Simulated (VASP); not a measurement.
# Sb (I4/mmm) in VASP: a series of runs

The runs below take Sb through single point, with r2SCAN, PBE.

Everything below comes from runs of VASP 6.6.1. Logs are shortened: lines on timing, memory, paths and dates and some standing lists are left out, and cuts for length are marked.

### Step 1. Starting point

The structure is tetragonal, space group I4/mmm (No. 139). Conventional cell: a = 3.153 Å, b = 3.153 Å, c = 5.424 Å, α = 90.00°, β = 90.00°, γ = 90.00°. Sb (site symmetry 4/mmm) has 12 Sb at 3.15 to 3.51 Å as nearest neighbours.

This isn't the form of Sb at room conditions, which is rhombohedral.

### Step 2. Single point, r2SCAN

INCAR

```
ADDGRID = False
ALGO = Normal
EDIFF = 1E-6
ENCUT = 500
ISIF = 2
ISMEAR = 0
LASPH = True
LCHARG = False
LMIXTAU = True
LREAL = False
LWAVE = False
METAGGA = R2SCAN
NBANDS = 8
NELM = 100
PREC = Accurate
SIGMA = 0.05
```

KPOINTS

```
k-points
0
Gamma
  9 9 9
```

POSCAR

```
Sb
1.0
   -1.5638750000      1.6131910000      2.7402030000
    1.6104090000     -1.5604430000      2.7365900000
    1.5281950000      1.5247630000     -2.7095380000
Sb
1
Direct
    0.0004760000      0.0218010000      0.0165680000
```

Potentials or basis: VASP PAW PBE potentials, release 64 (Sb).

Launch:

```bash
$ cat potpaw_PBE.64/Sb/POTCAR > POTCAR
$ mpirun -np 1 vasp_std > vasp.out
```

OUTCAR:

```text
EDIFF = 1E-6
   ENCUT = 500
   ISIF = 2
   ISMEAR = 0
   LASPH = True
   LREAL = False
   METAGGA = R2SCAN
   NELM = 100
   PREC = Accurate

 Found    365 irreducible k-points:

 Following reciprocal coordinates:
            Coordinates               Weight
  0.000000  0.000000  0.000000      1.000000
  0.111111  0.000000  0.000000      2.000000
  0.222222  0.000000  0.000000      2.000000
  0.333333  0.000000  0.000000      2.000000
  0.444444  0.000000  0.000000      2.000000
 -0.000000  0.111111  0.000000      2.000000
   k-points           NKPTS =    365   k-points in BZ     NKDIM =    365   number of bands    NBANDS=      8
   number of dos      NEDOS =    301   number of ions     NIONS =      1
   total plane-waves  NPLWV =  21952
   dimension x,y,z NGX =    28 NGY =   28 NGZ =   28
   dimension x,y,z NGXF=    56 NGYF=   56 NGZF=   56
   ions per type =               1
   NGX,Y,Z   is equivalent  to a cutoff of  13.14, 13.16, 13.44 a.u.
   NGXF,Y,Z  is equivalent  to a cutoff of  26.27, 26.31, 26.87 a.u.
 SYSTEM =  unknown system
   PREC   = accura    normal or accurate (medium, high low for compatibility)
   ISTART =      0    job   : 0-new  1-cont  2-samecut
   ICHARG =      2    charge: 1-file 2-atom 10-const
   ISPIN  =      1    spin polarized calculation?
   LNONCOLLINEAR =      F non collinear calculations
   LSORBIT =      F    spin-orbit coupling
   LASPH  =      T    aspherical Exc in radial PAW
   ENCUT  =  500.0 eV  36.75 Ry    6.06 a.u.   6.46  6.45  6.32*2*pi/ulx,y,z
   NELM   =    100;   NELMIN=  2; NELMDL= -5     # of ELM steps
   EDIFF  = 0.1E-05   stopping-criterion for ELM
   LREAL  =      F    real-space projection
   EDIFFG = 0.1E-04   stopping-criterion for IOM
   NSW    =      0    number of steps for IOM
   IBRION =     -1    ionic relax: 0-MD 1-quasi-New 2-CG
   NFREE  =      0    steps in history (QN), initial steepest desc. (CG)
   ISIF   =      2    stress and relaxation
   ISYM   =      2    0-nonsym 1-usesym 2-fastsym
   POTIM  = 0.5000    time-step for ionic-motion
   TEBEG  =    0.0;   TEEND  =   0.0 temperature during run
   PSTRESS=    0.0 pullay stress
   NELECT =       5.0000    total number of electrons
   NUPDOWN=      -1.0000    fix difference up-down
   EMIN   =  10.00;   EMAX   =-10.00  energy-range for DOS
   EFERMI =   0.00;   METHOD = LEGACY
   ISMEAR =     0;   SIGMA  =   0.05  broadening in eV -4-tet -1-fermi 0-gaus
   EFERMI_NEDOS =   21; number of points for ismear=-14 and -15
   IALGO  =     38    algorithm
   IMIX   =      4    mixing-type and parameters
     AMIX     =   0.40;   BMIX     =  1.00
     AMIX_MAG =   1.60;   BMIX_MAG =  1.00
  volume/ion in A,a.u.               =      26.96       181.95
  Fermi-wavevector in a.u.,A,eV,Ry     =   0.933573  1.764197 11.858272  0.871558
  Thomas-Fermi vector in A             =   2.060288
   LORBIT       =      0    0 simple, 1 ext, 2 COOP (PROOUT), +10 PAW based schemes
   METAGGA = R2SCAN    functional components
   LHFCALC =     F    Hartree Fock is set to
   AEXX    =    0.0000 exact exchange contribution
   IVDW    =     0    specifies the selected vdW correction
   LEPSILON=     F    determine dielectric tensor
   LRPA    =     F    only Hartree local field effects (RPA)
 non-spin polarized calculation
 Gauss-broadening in eV      SIGMA  =   0.05
  energy-cutoff  :      500.00
  volume of cell :       26.96
 maximum number of plane-waves:       701
 NGX is ok and might be reduce to    28
   NGX = 13   NGY = 13   NGZ = 13

 number of electron       5.0000000 magnetization

 Free energy of the ion-electron system (eV)
  ---------------------------------------------------
  ext. energy  EPLUGINS =         0.00000000
  ---------------------------------------------------
  free energy    TOTEN  =       -25.28569592 eV

  energy without entropy =      -25.28492374  energy(sigma->0) =      -25.28530983

 E-fermi :   8.4318     XC(G=0): -10.7759

 val. band max:        8.4198660830   @ k =  -0.4444  -0.3333   0.1111
 cond. band min:       8.4323558819   @ k =  -0.0000   0.2222   0.0000
 fundamental gap:      0.0124897988
 Fermi energy:         8.4318084738

 k-point     1 :       0.0000    0.0000    0.0000
  band No.  band energies     occupation
      1      -5.1310      2.00000
      2      13.1613      0.00000
      3      14.2028      0.00000
      4      14.2607      0.00000
      5      18.1116      0.00000
      6      19.3487      0.00000
      7      19.7574      0.00000
      8      19.9678      0.00000

 k-point     2 :       0.1111    0.0000    0.0000
  band No.  band energies     occupation
      1      -4.8735      2.00000
      2      11.7679      0.00000
      3      12.9771      0.00000
      4      14.1954      0.00000
      5      17.8445      0.00000
      6      18.6419      0.00000
      7      19.8095      0.00000
      8      20.2643      0.00000

 k-point     3 :       0.2222    0.0000    0.0000
  band No.  band energies     occupation
      1      -4.1087      2.00000
      2       8.4192      1.27908
      3      11.8603      0.00000
      4      14.1768      0.00000
      5      16.4722      0.00000
      6      18.5785      0.00000
      7      21.0854      0.00000
      8      21.5142      0.00000

 k-point     4 :       0.3333    0.0000    0.0000
  band No.  band energies     occupation
      1      -2.8830      2.00000
      2       5.2082      2.00000
      3      10.9544      0.00000
      4      14.2442      0.00000
      5      15.5851      0.00000
      6      18.7096      0.00000
      7      20.6317      0.00000
      8      21.7555      0.00000

 k-point     5 :       0.4444    0.0000    0.0000
  band No.  band energies     occupation
      1      -1.4754      2.00000
      2       2.7659      2.00000
      3      10.4569      0.00000
      4      14.3437      0.00000
      5      15.1505      0.00000
      6      19.0934      0.00000
      7      19.9607      0.00000
      8      20.5116      0.00000

 k-point     6 :      -0.0000    0.1111    0.0000
  band No.  band energies     occupation
      1      -4.8730      2.00000
      2      11.7815      0.00000
      3      12.9616      0.00000
      4      14.1971      0.00000
      5      17.8277      0.00000
      6      18.6370      0.00000
      7      19.8025      0.00000
      8      20.2791      0.00000

 [... further k-points ...]

------------------------ aborting loop because EDIFF is reached ----------------------------------------

  FORCE on cell =-STRESS in cart. coord.  units (eV):
  Direction    XX          YY          ZZ          XY          YZ          ZX
  --------------------------------------------------------------------------------------
  -------------------------------------------------------------------------------------
  Total        0.0906425      0.1106170      0.5180373      0.0319760      0.0125113      0.0125522
  in kB        5.3863273      6.5732895     30.7837702      1.9001396      0.7434677      0.7458980
  external PRESSURE =      14.2477957 kB  Pullay stress =       0.0000000 kB

 VOLUME and BASIS-vectors are now :
 -----------------------------------------------------------------------------
  energy-cutoff  :      500.00
  volume of cell :       26.96
      direct lattice vectors                 reciprocal lattice vectors
    -1.563875000  1.613191000  2.740203000     0.002055809  0.316948054  0.179518554
     1.610409000 -1.560443000  2.736590000     0.317083613  0.001847581  0.179876686
     1.528195000  1.524763000 -2.709538000     0.322328449  0.322401118 -0.005843793

 POSITION                                       TOTAL-FORCE (eV/Angst)
 -----------------------------------------------------------------------------------
      0.05968     -0.00799      0.01607         0.000000      0.000000      0.000000
 -----------------------------------------------------------------------------------
    total drift:                                0.000000      0.000000     -0.000000

  FREE ENERGIE OF THE ION-ELECTRON SYSTEM (eV)
  ---------------------------------------------------
  free  energy   TOTEN  =       -25.2856959195 eV

  energy  without entropy=      -25.2849237365  energy(sigma->0) =      -25.28530983
```

It took 4.7 min on 1 thread of Intel Xeon Platinum 8375C at 2.90GHz (Ice Lake), shared host; peak memory 0.22 GiB.

These settings aren't checked as converged: the numbers below hold their error.

What came out:

- Free energy: -25.2857 eV
- Pressure: 1.4 GPa
- Band gap on the k mesh: none (metal or under the smearing width)

Caveat: the PAW data sets were made with another functional, which shifts forces and pressure a little.

### Step 3. Single point, PBE

INCAR

```
ALGO = Fast
EDIFF = 1E-6
ENCUT = 500
GGA = PE
ISIF = 2
ISMEAR = 0
LASPH = T
LCHARG = T
LELF = T
LREAL = F
LVHAR = T
LWAVE = F
NELM = 100
PREC = Accurate
SIGMA = 0.02
```

KPOINTS

```
k-points
0
Gamma
  6 6 6
```

POSCAR

```
Sb
1.0
   -1.5765401831      1.5765401831      2.7119384313
    1.5765401831     -1.5765401831      2.7119384313
    1.5765401831      1.5765401831     -2.7119384313
Sb
1
Direct
    0.0000000000      0.0000000000      0.0000000000
```

Potentials or basis: VASP PAW PBE potentials, release 64 (Sb_d_GW).

Launch:

```bash
$ cat potpaw_PBE.64/Sb_d_GW/POTCAR > POTCAR
$ mpirun -np 1 vasp_std > vasp.out
```

Run time: 11 s. Hardware: 1 thread of AMD EPYC 9R45 (Zen 5), shared host; peak memory 0.13 GiB.

The run converged. Its results:

```yaml
Free_energy: -3.9014 eV
Pressure: 2.6 GPa
Band_gap_on_the_k_mesh: none (metal or under the smearing width)
```

Stress tensor (GPa, compression positive):
```
3.92 0.00 0.00
0.00 3.92 0.00
0.00 0.00 0.11
```

Levels at points of the mesh, in eV from the Fermi level:
| k point | band 6 | band 7 | band 8 | band 9 | band 10 | band 11 |
| --- | --- | --- | --- | --- | --- | --- |
| (0.00, 0.00, 0.00) | -13.29 | 4.28 | 5.10 | 5.10 | 9.61 | 10.48 |
| (0.50, 0.00, 0.00) | -9.46 | -6.14 | 1.43 | 5.03 | 5.89 | 10.24 |
| (0.50, 0.50, 0.00) | -6.99 | -4.73 | -1.35 | 0.24 | 3.17 | 4.08 |
| (0.50, 0.50, 0.50) | -9.60 | -6.02 | 1.78 | 1.78 | 5.69 | 5.85 |

Caveat: the k mesh is coarse (spacing up to 0.47 Å⁻¹), so the values aren't converged. Spin-orbit coupling is left out, which matters for the levels of Sb.

(Part 1 of 2 ends here.)
